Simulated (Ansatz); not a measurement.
# S (fcc type): the cost of one run

Program: Ansatz 0.2.0. Level of theory: DFT, PBE, PAW with Ansatz's default frozen-core files, scalar-relativistic. These are calculated values, not measurements.

### 1 The system as given

The structure is cubic, space group Fm-3m (No. 225). Conventional cell: a = 4.082 Å, b = 4.082 Å, c = 4.082 Å, α = 90.00°, β = 90.00°, γ = 90.00°. S (site symmetry m-3m) is surrounded by 12 S at 2.89 Å.

Structure file:

```cif
data_structure
_symmetry_space_group_name_H-M 'Fm-3m'
_symmetry_Int_Tables_number 225
_cell_length_a 4.0817
_cell_length_b 4.0817
_cell_length_c 4.0817
_cell_angle_alpha 90.000
_cell_angle_beta 90.000
_cell_angle_gamma 90.000
_cell_volume 68.00
loop_
_atom_site_label
_atom_site_type_symbol
_atom_site_symmetry_multiplicity
_atom_site_Wyckoff_symbol
_atom_site_fract_x
_atom_site_fract_y
_atom_site_fract_z
_atom_site_occupancy
S1 S 4 a 0.00000 0.00000 0.00000 1
```

The file gives the conventional cell by its symmetry; the runs use the cell typed in the input.

### 2 Cell relaxed at zero pressure, PAW

input.yaml

```yaml
crystal:
  lattice:
    - [0.0, 2.040827551, 2.040827551]
    - [2.040827551, 0.0, 2.040827551]
    - [2.040827551, 2.040827551, 0.0]
  atoms:
    - { symbol: S, position: [0.0, 0.0, 0.0] }
kpoints:
  mp_grid: { grid: [17, 17, 17] }
scf:
  occupations: { method: fermi_dirac, width: 0.05 }
hamiltonian:
  xc: pbe
  pseudopotentials: { kind: paw }
output:
  forces: true
  stress: true
  write_density: true
  write_potential: true
  elf: true
  volumetric_format: npy
relax:
  f_tol: 0.005
  max_steps: 40
  cell: {}
```

Launch:

```sh
$ ansatz run input.yaml --threads 1 --pin off --max-ram 3584MiB --backend cpu --events-out ev --progress --plain --runs-dir out
```

What time and memory should one allow on 1 thread of Intel Xeon 6975P-C (Granite Rapids), shared host?

About 3.3 s, with a peak of 0.31 GiB.
